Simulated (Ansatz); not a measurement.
## ZnS: single point with HSE06 form with a typed share of exact exchange

**What was measured.**

“Electronic, vibrational, and thermodynamic properties of ZnS (zincblende and rocksalt structure)”, 2009, arxiv:0911.5022 quotes, for a bulk crystal of ZnS at 19 K: band gap 3.85 eV (direct).

Crystal: ZnS.

```xyz
2
Lattice="0.0000 2.7020 2.7020 2.7020 0.0000 2.7020 2.7020 2.7020 0.0000" Properties=species:S:1:pos:R:3 pbc="T T T"
Zn    4.0530    4.0530    4.0530
S     0.0000    0.0000    0.0000
```

```json
{
  "Program": "Ansatz 0.2.0",
  "Task": "single point",
  "Functional": "HSE06 form with a typed share of exact exchange",
  "Potentials or basis": "Ansatz PAW",
  "Cutoff": "420 eV (not typed: the program's choice for these potentials)",
  "k mesh": "5 × 5 × 5",
  "Occupations": "fermi-dirac, width 0.05 eV",
  "Spin": "no spin polarisation",
  "Screening (1/Å)": "0.2",
  "Share of exact exchange": "0.25"
}
```

```yaml
Pressure: 1.0 GPa
Band_gap_on_the_k_mesh: 3.36 eV, direct
```

Levels at points of the mesh, in eV from the valence-band top:
| k point | band 5 | band 6 | band 7 | band 8 | band 9 | band 10 | band 11 | band 12 | band 13 |
| --- | --- | --- | --- | --- | --- | --- | --- | --- | --- |
| (0.00, 0.00, 0.00) | -7.47 | -7.47 | 0.00 | 0.00 | 0.00 | 3.36 | 7.71 | 7.71 | 7.71 |

It took 12 s on 2 threads of AMD EPYC 7R32 (Zen 2) (shared host), peak memory 0.79 GiB.

Measured gap of ZnS: 3.85 eV (direct; 19 K; quoted in “Electronic, vibrational, and thermodynamic properties of ZnS (zincblende and rocksalt structure)”, 2009, arxiv:0911.5022). This calculation gives 3.36 eV (-0.49 eV). The value is that of HSE06 form with a typed share of exact exchange, without temperature or zero-point motion.

Caveat: odd divisions of the mesh miss points on the zone boundary, where band edges often lie, so the gap on the mesh can be too wide; the PAW data sets come from PBE, with cores solved anew for the run's functional, which leaves a small shift of forces and pressure; the thresholds are loose for stress.
